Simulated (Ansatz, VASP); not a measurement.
AlRu: VASP beside Ansatz

```
Al Ru
1.0
     2.94634    0.00000    0.00000
     0.00000    2.94634    0.00000
     0.00000    0.00000    2.94634
Al Ru
1 1
Direct
  0.00000 0.00000 0.00000
  0.50000 0.50000 0.50000
```

Alike in both runs: task single point; functional PBEsol; k mesh 14 × 14 × 14; occupations gaussian, width 0.1 eV; no spin polarisation.

```csv
,VASP,Ansatz
version,VASP 6.6.1,Ansatz 0.2.0
potentials or method,"VASP PAW PBE potentials, release 64 (Al, Ru_pv)","scalar-relativistic, plane waves, PAW"
plane-wave cutoff (eV),520,420
valence electrons in the cell,17,19
```

|  | VASP | Ansatz | Ansatz less VASP |
| --- | --- | --- | --- |
| gap on the k mesh at the Fermi level (eV) | none | none | - |
| pressure (GPa) | 7.2 | 7.1 | -0.10 |

A gap of «none» marks a metal or a gap that the smearing closes. The functional is the same, so the differences come from potentials, cutoffs and numerics. The two sets of potentials don't hold the same shells in valence.

Caveats: the PAW data sets were made with another functional, which shifts forces and pressure a little (VASP).
